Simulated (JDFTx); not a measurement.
# CdTe: equation of state with PBEsol

**What was measured.**

From “Multiscale insight into the Cd1-xZnxTe vibrational-mechanical properties -- High-pressure experiments and ab initio calculations”, 2023, arxiv:2306.14539, for a powder of CdTe: bulk modulus 42 ± 2 GPa.

CdTe:

```xyz
2
Lattice="0.0000 3.2050 3.2050 3.2050 0.0000 3.2050 3.2050 3.2050 0.0000" Properties=species:S:1:pos:R:3 pbc="T T T"
Te    4.8075    4.8075    4.8075
Cd    0.0000    0.0000    0.0000
```

| Quantity | Value |
| --- | --- |
| Program | JDFTx 1.7.0 (patched build) |
| Task | equation of state |
| Functional | PBEsol |
| Potentials or basis | PseudoDojo-SR-PBEsol-0.4.1-standard with smoothed tails |
| Cutoff | 1388 eV |
| Density cutoff | 11102 eV |
| k mesh | 7 × 7 × 7 |
| Occupations | fermi-dirac, width 0.05 eV |
| Spin | no spin polarisation |

* Equilibrium volume: 34.23 Å³/atom
* Bulk modulus: 41 GPa
* Pressure derivative of the bulk modulus: 4.8

Energy against volume, from the lowest point:
```
volume (Å³/atom)  energy (meV/atom)
          30.947              49.29
          31.605              30.23
          32.263              16.29
          32.922               6.92
          33.580               1.64
          34.239               0.00
          34.897               1.63
```

Against the measured bulk modulus of CdTe, 42 GPa (powder; quoted in “Multiscale insight into the Cd1-xZnxTe vibrational-mechanical properties -- High-pressure experiments and ab initio calculations”, 2023, arxiv:2306.14539), the calculated 41 GPa is off by -1.6 %. The fit is for a static lattice scaled at fixed shape and fixed fractional positions.

The run has no spin-orbit coupling, so splittings on Te are missing.
